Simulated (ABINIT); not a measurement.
BP:

```
P B
1.0
     0.00000    2.26900    2.26900
     2.26900    0.00000    2.26900
     2.26900    2.26900    0.00000
P B
1 1
Direct
  0.75000 0.75000 0.75000
  0.00000 0.00000 0.00000
```

- Program: ABINIT 10.8.3 (patched build)
- Task: relaxation of cell and atoms
- Functional: LDA
- Potentials or basis: PseudoDojo NC SR LDA v0.4 stringent
- Cutoff: 517 eV
- k mesh: 8 × 8 × 8
- Occupations: fermi-dirac, width 0.05 eV
- Spin: no spin polarisation

At the start: pressure -4.9 GPa; volume 11.68 Å³/atom.

**Question.** Where does the relaxation end?

**Answer.** Over 4 steps the energy falls by 5.4 meV/atom and the volume is 11.33 Å³/atom (-3.0 %); space group F-43m (No. 216, to 0.05 Å).

The path:
| step | energy change (eV) | largest force (eV/Å) | pressure (GPa) | volume (Å³) |
| --- | --- | --- | --- | --- |
| 1 | 0.0000 | 0.0000 | -4.88 | 23.36 |
| 2 | -0.0081 | 0.0000 | -2.50 | 23.02 |
| 3 | -0.0108 | 0.0000 | -0.03 | 22.67 |
| 4 | -0.0108 | 0.0000 | 0.00 | 22.66 |

Final structure:
```
P B
1.0
     0.00000    2.24612    2.24612
     2.24612    0.00000    2.24612
     2.24612    2.24612    0.00000
P B
1 1
Direct
  0.75000 0.75000 0.75000
  0.00000 0.00000 0.00000
```

Caveat: the cutoff is short for stress, so the pressure is rough.
